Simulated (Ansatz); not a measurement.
# CuO: the cost of one run

Computed with Ansatz 0.2.0 (DFT PBEsol without U, plane waves, PAW, unless a step's input says otherwise).

## (1) The system as given

It takes space group Cc (No. 9, monoclinic). Conventional cell: a = 4.689 Å, b = 3.427 Å, c = 5.132 Å, α = 90.00°, β = 99.65°, γ = 90.00°. Around Cu (site symmetry 1) lie 4 O at 1.91 to 2.02 Å. Around O (site symmetry 1) lie 4 Cu at 1.91 to 2.02 Å.

Coordinates:

```
CELL_PARAMETERS angstrom
2.34465 -1.71340 0.00000
2.34465 1.71340 0.00000
-0.86055 0.00000 5.05944
ATOMIC_POSITIONS crystal
Cu 0.00320 0.49680 0.00000
Cu 0.49680 0.00320 0.50000
O 0.57140 0.40560 0.25370
O 0.40560 0.57140 0.75370
```

Magnetic order typed: ferromagnetic.

## (2) From atoms, symmetry kept, no search

The input, input.yaml:

```yaml
crystal:
  lattice:
    - [2.34464976, -1.71339982, 0.0]
    - [2.34464976, 1.71339982, 0.0]
    - [-0.86054991, 0.0, 5.05943948]
  atoms:
    - { symbol: Cu, position: [0.0032, 0.4968, 0.0], spin: 1.0 }
    - { symbol: Cu, position: [0.4968, 0.0032, 0.5], spin: 1.0 }
    - { symbol: O, position: [0.5714, 0.4056, 0.2537] }
    - { symbol: O, position: [0.4056, 0.5714, 0.7537] }
basis:
  ecutwfc: 420
  ecutrho_ratio: 4
kpoints:
  mp_grid: { grid: [7, 7, 4] }
hamiltonian:
  xc: pbesol
scf:
  occupations: { method: gaussian, width: 0.05 }
  lower_state_search: "off"
  max_iter: 150
output:
  forces: true
  stress: true
  eigenvalues: true
  populations: true
  hubbard: { sites: [{ site: 0, l: d }, { site: 1, l: d }] }
magnetization:
  spin_polarized: true
```

On the command line:

```bash
ansatz run input.yaml --threads 2 --pin off --max-ram 3072MiB --backend cpu --events-out ev --progress --plain --runs-dir out
```

**Question.** How long does this run take on 2 threads of Intel Xeon Platinum 8488C (Sapphire Rapids), shared host, and how much memory does it need?

About 9.9 s, with a peak of 0.43 GiB.
